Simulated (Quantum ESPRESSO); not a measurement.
**KTaO3: zone-centre phonons under several settings**

```
CELL_PARAMETERS angstrom
3.98830 0.00000 0.00000
0.00000 3.98830 0.00000
0.00000 0.00000 3.98830
ATOMIC_POSITIONS crystal
Ta 0.00000 0.00000 0.00000
K 0.50000 0.50000 0.50000
O 0.00000 0.00000 0.50000
O 0.00000 0.50000 0.00000
O 0.50000 0.00000 0.00000
```

All runs used Quantum ESPRESSO 7.5; potentials GBRV 1.5 LDA; k mesh 4 × 4 × 4, shifted; no spin polarisation; cutoff 762 eV; occupations smeared at first, fixed for the response.

```tsv
level	geometry	volume (Å³/atom)	pressure (GPa)	lowest optical mode without the field (cm⁻¹)	highest optical mode without the field (cm⁻¹)
LDA	relaxed at 0 GPa	12.38	0.0	159	565
LDA	relaxed at 5 GPa	12.11	5.0	169	600
LDA	relaxed at 10 GPa	11.88	10.0	173	633
LDA	relaxed at 20 GPa	11.46	20.0	174	695
LDA	relaxed at 40 GPa	?	39.9	?	?
```

Problem. What stands in the row left open?

Solution. Volume 10.82 Å³/atom; lowest optical mode without the field 145 cm⁻¹; highest optical mode without the field 803 cm⁻¹.

Caveats: the cell is more than 3 GPa from zero pressure, which shifts response properties (some runs).

For the row left open. Caveat: the cell is more than 3 GPa from zero pressure, which shifts response properties.
